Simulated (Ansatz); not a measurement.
# Ti: energy along a strain

Ti, Im-3m, a = 3.252 Å. This isn't the element's structure at ambient conditions. Ansatz: r2SCAN, PAW, 500 eV, Γ-centred 26×26×26 mesh on 1 atom, Gaussian smearing 0.15 eV; no spin polarisation. Cell vectors (Å): -1.626 1.626 1.626; 1.626 -1.626 1.626; 1.626 1.626 -1.626. The cell is strained by x per cent times the pattern (0 1 0 0 0 0) in the order xx yy zz yz xz xy (engineering shears), with fractional coordinates held. y is the free energy over the start, V0 = 17.192 Å³/atom. Points with a strain past 8.5 % were computed too (3) and aren't used here.

```tsv
x (%)	y (meV/atom)
-7.50	?
-5.00	13.14
-2.50	3.34
0.00	0.00
2.50	2.42
5.00	9.83
7.50	21.56
```

Q: Fit y = c1 x + c2 x² + c3 x³ to the other rows, get the stiffness along the pattern, and predict the missing energy.

A: Least squares on the rows shown. y = −0.13710 x + 0.45954 x² − 0.0077333 x³. The clamped-ion stiffness p·C·p = 2 × 4.595 eV × 160.2 / 17.192 Å³ = 86 GPa, which is C22 in these axes (C11 of the cubic crystal); c1 is there for the stress left in the start, which by itself gives a slope of -0.13 meV/atom per %. The pressures of the same runs give B = −dP/dε = 111 GPa; in a cubic crystal a longitudinal stiffness under B means a negative shear constant, so this lattice is unstable. At x = -7.50 the fit asked for gives 30.14 meV/atom. The run gave 30.70 meV/atom, so the fit is 0.56 meV/atom too low, 1.8 % of the span of the series, against an rms of 0.006 meV/atom on the fitted rows. The row lies outside the fitted range. With a term in x⁴ added, a fit to the same known rows predicts 30.15 meV/atom, no real gain.

Cost: 10 runs of about 4.8 core-minutes in all, on Arm Neoverse V1 (shared hosts).

The energy rises for both signs of the strain, yet this doesn't make bcc Ti a local minimum. A uniaxial strain mixes a volume change with a tetragonal shear, and the cost of the volume change hides the softness of the shear. Only the comparison of 86 GPa with the bulk modulus of 111 GPa exposes the instability, which points along the volume-conserving Bain path towards fcc. The usual explanation is band filling: with its few d electrons, a group 4 metal has its Fermi level in a region of high density of states below the bcc pseudogap, and a tetragonal distortion can lower the band energy. Groups 5 and 6 fill the band closer to that pseudogap, which favours bcc. The negative shear constant is compatible with the observed high-temperature bcc phase, which owes its stability to anharmonic vibrations and their entropy. Compression costs more than extension, as expected from the steepening repulsion at short distances. A homogeneous strain of a one-atom cell can't test the shuffles that lead to the hcp or omega structure.
